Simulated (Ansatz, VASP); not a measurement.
Si2Mo in VASP and in Ansatz

```
CELL_PARAMETERS angstrom
-1.60000 1.60000 3.93050
1.60000 -1.60000 3.93050
1.60000 1.60000 -3.93050
ATOMIC_POSITIONS crystal
Mo 0.01766 0.00186 0.00664
Si 0.67784 0.69432 0.02500
Si 0.33200 0.34581 0.01150
```

Change from the starting cell: atoms moved at random, drawn with an rms of 0.05 Å.

Alike in both runs: task single point; functional PBEsol; k mesh 12 × 12 × 12; occupations fermi-dirac, width 0.05 eV; no spin polarisation.

|  | VASP | Ansatz |
| --- | --- | --- |
| version | VASP 6.6.1 | Ansatz 0.2.0 |
| potentials or method | VASP PAW PBE potentials, release 64 (Mo_sv, Si) | Ansatz PAW |
| plane-wave cutoff (eV) | 520 | 420 |
| valence electrons in the cell | 22 | 22 |

VASP gave:

```
gap on the k mesh at the Fermi level (eV)       : none
pressure (GPa)                                  : -2.1
largest component of the traceless stress (GPa) : 0.89
rms of the force components (eV/Å)              : 0.476
```

Problem. Which values does Ansatz return?

Solution. gap on the k mesh at the Fermi level (eV): none; pressure (GPa): -2.5; largest component of the traceless stress (GPa): 0.92; rms of the force components (eV/Å): 0.475.

Atom by atom the forces differ by 0.003 eV/Å (rms over components). A gap of «none» marks a metal or a gap that the smearing closes. The functional is the same, so the differences come from potentials, cutoffs and numerics.

Caveats: the PAW data sets were made with another functional, which shifts forces and pressure a little (VASP); the PAW data sets come from PBE, with cores solved anew for the run's functional, which leaves a small shift of forces and pressure (Ansatz).
